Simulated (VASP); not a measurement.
Here is a VASP 6.6.1 calculation.

The input INCAR:

```
ALGO = Normal ; EDIFF = 1E-7
ENCUT = 520 ; ISIF = 2
ISMEAR = -1 ; LASPH = True
LCHARG = False ; LREAL = False
LWAVE = False ; NELM = 100
PREC = Accurate ; SIGMA = 0.05
```

KPOINTS

```
k-points
0
Gamma
  16 16 1
```

Contents of POSCAR:

```
C
1.0
    2.4610000000      0.0000000000      0.0000000000
   -1.2305000000      2.1312885187      0.0000000000
    0.0000000000      0.0000000000     16.0000000000
C
2
Direct
    0.0000000000      0.0000000000      0.5000000000
    0.3333333333      0.6666666667      0.5000000000
```

Potentials or basis: VASP PAW LDA potentials, release 64 (C).

Run with:

```console
$ cat potpaw_LDA.64/C/POTCAR > POTCAR
$ mpirun -np 1 vasp_std > vasp.out
```

(1) Estimate the band gap on the k mesh.

## Answers

(1) 1.24 eV, direct.
